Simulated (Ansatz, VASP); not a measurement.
# Two plane-wave programs on CdSe

INCAR

```
ALGO = Normal
EDIFF = 1E-6
ENCUT = 520
GGA = CA
ISIF = 2
ISMEAR = -1
LASPH = True
LCHARG = False
LREAL = False
LWAVE = False
NBANDS = 16
NELM = 60
PREC = Accurate
SIGMA = 0.05
```

KPOINTS

```
k-points
0
Gamma
  11 11 11
```

POSCAR

```
CdSe
1.0
    0.0000000000      2.4615504538      2.4615504538
    2.4615504538      0.0000000000      2.4615504538
    2.4615504538      2.4615504538      0.0000000000
Cd Se
1 1
Direct
    0.0000000000      0.0000000000      0.0000000000
    0.2500000000      0.2500000000      0.2500000000
```

Input for Ansatz:

```yaml
crystal:
  lattice:
    - [0.0, 2.4615504538, 2.4615504538]
    - [2.4615504538, 0.0, 2.4615504538]
    - [2.4615504538, 2.4615504538, 0.0]
  atoms:
    - { symbol: Cd, position: [0.0, 0.0, 0.0] }
    - { symbol: Se, position: [0.25, 0.25, 0.25] }
kpoints:
  mp_grid: { grid: [11, 11, 11] }
scf:
  occupations: { method: fermi_dirac, width: 0.05 }
hamiltonian:
  xc: lda
  pseudopotentials: { kind: paw, level: accurate }
output:
  forces: true
  stress: true
  eigenvalues: true
```

Alike in both runs: task single point; functional LDA; k mesh 11 × 11 × 11; occupations fermi-dirac, width 0.05 eV; no spin polarisation.

|  | VASP | Ansatz |
| --- | --- | --- |
| version | VASP 6.6.1 | Ansatz 0.2.0 |
| potentials or method | VASP PAW LDA potentials, release 64 (Cd, Se) | PAW with other files of Ansatz's library (level accurate), scalar-relativistic |
| plane-wave cutoff (eV) | 520 | 620 |
| valence electrons in the cell | 18 | 36 |

```tsv
	VASP	Ansatz	Ansatz less VASP
pressure (GPa)	145.3	139.9	-5.44
```

The two sets of potentials don't hold the same shells in valence.

Caveats: the cell as given lies far from equilibrium; so large a pressure means that the cell lies far from this level's equilibrium, or that cutoff or potentials fall short (VASP); an odd mesh through Γ misses points on the zone boundary, where band edges often lie.
